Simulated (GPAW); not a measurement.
Runs of GPAW 26.7.0 on GaSb. Symmetry: F-43m, No. 216, cubic system. The conventional cell has a = 6.118 Å, b = 6.118 Å, c = 6.118 Å, α = 90.00°, β = 90.00°, γ = 90.00°. Sb (site symmetry -43m) has 4 Ga at 2.65 Å as nearest neighbours. Ga (site symmetry -43m) has 4 Sb at 2.65 Å as nearest neighbours. 

```csv
level,potentials or basis,optimizer,fmax,max steps,eigensolver,gap on the mesh (eV),pressure (GPa),relaxed volume (Å³/atom)
revPBE+D4,"the program's PAW data sets (release 1.2.1) made for this functional, pw",FIRE,0.05 eV/Å,60,-,(b),-0.2,28.38
BLYP+D4,"PAW data sets generated in the run's folder for this functional, pw",FIRE,0.02 eV/Å,100,davidson,none,0.1,(a)
RPBE+D4,"the program's PAW data sets (release 1.2.1) made for this functional, pw",BFGS,0.02 eV/Å,100,-,0.33,0.0,28.07
BLYP+D3(BJ),"PAW data sets generated in the run's folder for this functional, pw",BFGS,0.02 eV/Å,40,davidson,none,0.0,28.74
PBEsol+D3(BJ),"PAW data sets generated in the run's folder for this functional, pw",FIRE,0.05 eV/Å,40,-,(c),0.3,27.46
```

Alike in all rows: task relaxation of cell and atoms; no spin polarisation; cell relaxed; k mesh 8 × 8 × 8; cutoff (eV) 600; smearing fermi-dirac 0.05 eV.

Q: Estimate the missing entries.

A: (a) 28.73; (b) 0.22; (c) 0.34.

Caveats: later steps reuse the first step's grids; spin-orbit coupling is left out, which moves the levels of the heavy elements (some runs); pairwise dispersion overbinds metals, which lowers pressure and volume (some runs); this crystal is a semiconductor, whose small gap the functional closes, so the metal is an error of the method (some runs).

A k mesh can miss the band edges, and the runs leave out spin-orbit coupling on Ga, Sb.

A gap of «none» marks a metal or a gap under the smearing width.

Runs at the PBE level aren't shown here.
